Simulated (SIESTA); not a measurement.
The system is Ti.

```
CELL_PARAMETERS angstrom
2.84230 0.00000 0.00000
-0.94743 2.67974 0.00000
-0.94743 -1.33987 2.32072
ATOMIC_POSITIONS crystal
Ti 0.00000 0.00000 0.00000
```

This isn't the form of Ti at room conditions, which is hcp.

```yaml
Program: SIESTA 5.4.2
Task: relaxation of cell and atoms
Functional: vdW-DF-cx
Potentials_or_basis: PseudoDojo 0.4 standard (PBE files)
Basis: DZP (energy shift 0.003 Ry; two zetas on semicore shells)
Grid_cutoff: 800 Ry
Energy_shift: 0.003 Ry
k_mesh: 8 × 8 × 8
Occupations: fermi-dirac, width 0.05 eV
Spin: no spin polarisation
```

At the start: pressure -6.5 GPa; volume 17.68 Å³/atom.

How do energy, volume and symmetry change on relaxing?

Over 6 steps the energy falls by 23.5 meV/atom and the volume is 16.65 Å³/atom (-5.8 %); space group Im-3m (No. 229, to 0.05 Å).

The path:
| step | energy change (eV) | largest force (eV/Å) | pressure (GPa) | volume (Å³) |
| --- | --- | --- | --- | --- |
| 1 | 0.0000 | 0.0000 | -6.49 | 17.68 |
| 2 | -0.0013 | 0.0000 | -6.32 | 17.64 |
| 3 | -0.0235 | 0.0000 | 0.52 | 16.58 |
| 4 | -0.0234 | 0.0000 | -0.23 | 16.68 |
| 5 | -0.0235 | 0.0000 | 0.10 | 16.64 |
| 6 | -0.0235 | 0.0000 | -0.02 | 16.65 |

Final structure:
```
CELL_PARAMETERS angstrom
2.78647 0.00000 0.00000
-0.92882 2.62711 0.00000
-0.92882 -1.31355 2.27515
ATOMIC_POSITIONS crystal
Ti 0.00000 0.00000 0.00000
```

Caveat: the potentials were made for another functional, which shifts forces and pressure; the basis of atomic orbitals isn't converged, which shifts pressures, moduli and gaps.
